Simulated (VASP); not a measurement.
A run of VASP 6.6.1 is set up as follows.

Contents of INCAR:

```
SYSTEM = Mg
PREC = Accurate
ENCUT = 600
EDIFF = 1E-7
ISMEAR = 0
SIGMA = 0.1
LREAL = .False.
LASPH = .True.
NELM = 60
ALGO = Normal
ISIF = 3
LWAVE = .False.
LCHARG = .False.
GGA = PS
IBRION = 2
NSW = 90
EDIFFG = -0.005
```

KPOINTS

```
regular mesh
0
Gamma
  15 15 8
  0 0 0
```

POSCAR

```
Mg
1.0
    3.2093000000      0.0000000000      0.0000000000
   -1.6046500000      2.7793353300      0.0000000000
    0.0000000000      0.0000000000      5.2103000000
Mg
2
Direct
    0.3333333300      0.6666666700      0.2500000000
    0.6666666700      0.3333333300      0.7500000000
```

Potentials or basis: VASP PAW PBE potentials, release 64 (Mg).

Command:

```bash
$ cat potpaw_PBE.64/Mg/POTCAR > POTCAR
$ mpirun -np 1 vasp_std > vasp.out
```

Task: Predict the space group after relaxing (to 0.05 Å).

Result: P6_3/mmc (No. 194).

Task: Estimate the band gap on the k mesh.

Result: None (metal or under the smearing width).

Final structure:
```
Mg
1.0
     3.18741    0.00000    0.00000
    -1.59370    2.76038    0.00000
     0.00000    0.00000    5.10562
Mg
2
Direct
  0.33333 0.66667 0.25000
  0.66667 0.33333 0.75000
```
